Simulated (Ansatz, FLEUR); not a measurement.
**One calculation of MnAs, 3 ways**

```
As Mn
1.0
     3.71000    0.00000    0.00000
    -1.85500    3.21295    0.00000
     0.00000    0.00000    5.69100
As Mn
2 2
Direct
  0.66667 0.33333 0.75000
  0.33333 0.66667 0.25000
  0.00000 0.00000 0.50000
  0.00000 0.00000 0.00000
```

Alike in all runs: task band structure; functional PBEsol; k mesh 8 × 8 × 5; occupations fermi-dirac, width 0.05 eV; collinear spin, ferromagnetic start; no spin-orbit coupling. Pressure is positive in compression and, in plane waves, holds the error of the finite cutoff, which Ansatz's Pulay term estimates and takes out.

| program and potentials | plane-wave cutoff (eV) | notes | pressure (GPa) | net moment per atom (μB) |
| --- | --- | --- | --- | --- |
| Ansatz, Ansatz PAW | 420 | potentials made for PBE, which Ansatz adapts in part | ? | ? |
| FLEUR, all-electron, FLAPW | - | - | - | 1.56 |
| Ansatz, all-electron LAPW, scalar-relativistic | - | - | -8.67 | 1.56 |

Task: Estimate from the other rows what the run with Ansatz, Ansatz PAW gave.

Result: Pressure -8.70 GPa; net moment per atom 1.56 μB. Its pressure holds a Pulay term of +0.03 GPa. The other rows, which needn't bracket it: pressure -8.67; net moment per atom 1.56.
